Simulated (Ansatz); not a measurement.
Cr:

```
Cr
1.0
     2.71400    0.00000    0.00000
    -1.35700    2.35039    0.00000
     0.00000    0.00000    4.41000
Cr
2
Cartesian
  1.3570 0.7835 3.3075
  0.0000 1.5669 1.1025
```

This isn't the form of Cr at room conditions, which is bcc.

Program: Ansatz 0.2.0. Alike in all runs: task single point; level PBE; potentials or basis Ansatz PAW; cell as given; cutoff (eV) 420; smearing fermi-dirac 0.05 eV.

Problem. Order these runs on this cell by their pressure, lowest first.
A. spin collinear, ferromagnetic start; fixed moment (μB) 9.0; k mesh 9 × 9 × 5
B. spin collinear, ferromagnetic start; fixed moment (μB) 12.0; k mesh 9 × 9 × 5
C. spin collinear, ferromagnetic start; k mesh 11 × 11 × 6
D. spin off; k mesh 11 × 11 × 6
E. spin collinear, ferromagnetic start; fixed moment (μB) 6.0; k mesh 9 × 9 × 5

Solution. D (-27.6 GPa), C (-25.5 GPa), E (7.2 GPa), A (51.1 GPa), B (105.7 GPa).

Caveats: the total moment is fixed, so each spin has its own Fermi level (some runs); the thresholds are loose for stress (some runs); a pressure of tens of GPa on the cell as given is suspect, and the run, the potentials or the cell itself is likely at fault (some runs).
